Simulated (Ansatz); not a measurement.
Li₂O (started from an entry of an open crystallographic database), relaxed with r2SCAN in Ansatz 0.2.0: it is cubic, Fm-3m (No. 225); a = 4.573 Å in the conventional setting, 7.97 Å³ an atom. Around Li lie 4 O at 1.98 Å; around O lie 8 Li at 1.98 Å. The primitive cell holds 3 atoms in 23.90 Å³. Spin-unpolarised throughout; all numbers are computed.

Computed values: PBE gives a gap of 5.05 eV and PBE0 (25 % exact exchange) 7.39 eV; one over PBE's mean ε∞ is 0.344. r2SCAN gives 5.77 eV and r2SCAN0 (25 %) 7.84 eV. HSE06 (6×6×6) gives a least gap of 6.65 eV and a least direct gap of 7.16 eV. r2SCAN's ε∞ is 2.74. PBEsol's static dielectric constant, on its own cell and averaged over directions, is 7.5.

What is the density?
The cell holds 2 Li, 1 O: M = 2×6.940 + 1×15.999 = 29.88 u in V = 23.90 Å³. ρ = 1.66054 × M/V = 1.66054 × 29.88/23.90 = 2.076 g/cm³, for the static r2SCAN lattice.

Taking the gap as linear in the share of unscreened exchange, estimate the gap of the hybrid whose share is 1/ε∞.
The slope is (7.39 − 5.05)/0.25 = 9.36 eV per unit share, so E_g ≈ 5.05 + 9.36 × 0.344 = 8.27 eV. The run with that share gives 8.28 eV (6×6×6 mesh), +0.01 eV from the straight line.

Interpolate to r2SCANh, with 10 % exact exchange.
5.77 + (7.84 − 5.77) × 0.10/0.25 = 6.60 eV; the run gives 6.59 eV (-0.01 eV against the interpolation).

At what wavelength does absorption set in by HSE06, excitons left aside?
λ = 1239.84 eV nm/E: 186 nm for the least gap, where it needs phonons and is weak, and 173 nm for direct transitions. That lies in the ultraviolet, so by this gap the crystal is transparent to visible light.

What refractive index and reflectivity at normal incidence follow, below the gap and above the phonons?
n = √2.74 = 1.655; R = ((n − 1)/(n + 1))² = (0.655/2.655)² = 6.1 % a face.

As a gate dielectric 2 nm thick, what equivalent oxide thickness and capacitance would it have, with 3.9 for amorphous SiO₂?
EOT = t × 3.9/κ = 2 × 3.9/7.5 = 1.04 nm; C/A = ε₀κ/t = 8.854 × 7.5/2 = 33.2 fF/µm². This takes the ideal crystal's mean κ, without interface layers.

The meshes of the hybrids are coarse, so their gaps aren't converged to the digits shown.
